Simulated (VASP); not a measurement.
Set up this calculation in VASP 6.6.1, as the native input.

| Item | Value |
| --- | --- |
| Task | single point |
| Functional | PBEsol |
| Potentials or basis | VASP PAW PBE potentials, release 64 (Pd) |
| Cutoff | 520 eV |
| k mesh | 18 × 18 × 10 |
| Occupations | gaussian, width 0.5 eV |
| Spin | no spin polarisation |
| Further INCAR settings | ALGO = Fast; EDIFF = 1e-06 |

The structure of Pd lies in POSCAR:

```
Pd
1.0
    2.7179600000      0.0000000000      0.0000000000
   -1.3589800000      2.3538200000      0.0000000000
    0.0000000000      0.0000000000      4.5622200000
Pd
2
Direct
    0.3333300000      0.6666700000      0.2500000000
    0.6666700000      0.3333300000      0.7500000000
```

This isn't the form of Pd at room conditions, which is fcc.

These files were run (other wordings do the same):

INCAR

```
SYSTEM = Pd
PREC = Accurate
ENCUT = 520
EDIFF = 1E-6
ISMEAR = 0
SIGMA = 0.5
LREAL = .FALSE.
LASPH = .TRUE.
NELM = 80
ALGO = Fast
ISIF = 2
LWAVE = .FALSE.
LCHARG = .FALSE.
GGA = PS
```

KPOINTS

```
regular mesh
0
G
  18 18 10
  0 0 0
```

Potentials or basis: VASP PAW PBE potentials, release 64 (Pd).

Launch:

```bash
$ cat potpaw_PBE.64/Pd/POTCAR > POTCAR
$ mpirun -np 1 vasp_std > vasp.out
```

Results of the run:

| Quantity | Value |
| --- | --- |
| Pressure | 1.1 GPa |
| Band gap on the k mesh | none (metal or under the smearing width) |

Caveat: the PAW data sets were made with another functional, which shifts forces and pressure a little.

Run time: 4.2 min on 1 thread of Intel(R) Xeon(R) Platinum 8259CL CPU @ 2.50GHz (Skylake/Cascade Lake), on a shared host, peak memory 0.3 GiB.
